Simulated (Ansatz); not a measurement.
Structure: KCl (Fm-3m) from a database of computed structures, at its r2SCAN minimum. The symmetry is Fm-3m (No. 225, cubic); conventional cell a = 6.290 Å, 31.10 Å³ an atom. K is surrounded by 6 Cl at 3.14 Å; Cl is surrounded by 6 K at 3.14 Å.

```xyz
2
Lattice="0.0000 3.1449 3.1449 3.1449 0.0000 3.1449 3.1449 3.1449 0.0000" Properties=species:S:1:pos:R:3 pbc="T T T"
K     0.0000    0.0000    0.0000
Cl    3.1449    3.1449    3.1449
```

The questions ask for values computed with the plane-wave code Ansatz on this geometry. Spin-unpolarised throughout; all numbers are computed.

Question: What gap does LDA give, and where are the band edges?

Answer: The LDA gap is direct at Γ: 4.75 eV.

Question: What does r2SCAN give for the gap (8×8×8 mesh)?

Answer: The r2SCAN gap is direct at Γ: 5.83 eV. The gap differs by +1.08 eV from LDA's.

Question: Estimate the gap with PBE0 on 6×6×6.

Answer: With PBE0 the gap is 7.24 eV and direct, at Γ. The gap differs by +2.49 eV from LDA's.

Question: Estimate the gap with LC-ωPBE on 6×6×6.

Answer: LC-ωPBE gives a direct gap of 11.92 eV at Γ. The gap differs by +7.17 eV from LDA's.

Question: What are ε∞ and the Born charges with r2SCAN?

Answer: The electronic dielectric tensor ε∞ is 2.25 in all directions. Born charges, averaged over directions: K +1.11, Cl -1.11 e.

The meshes of the hybrids are coarse, so their gaps aren't converged to the digits shown.
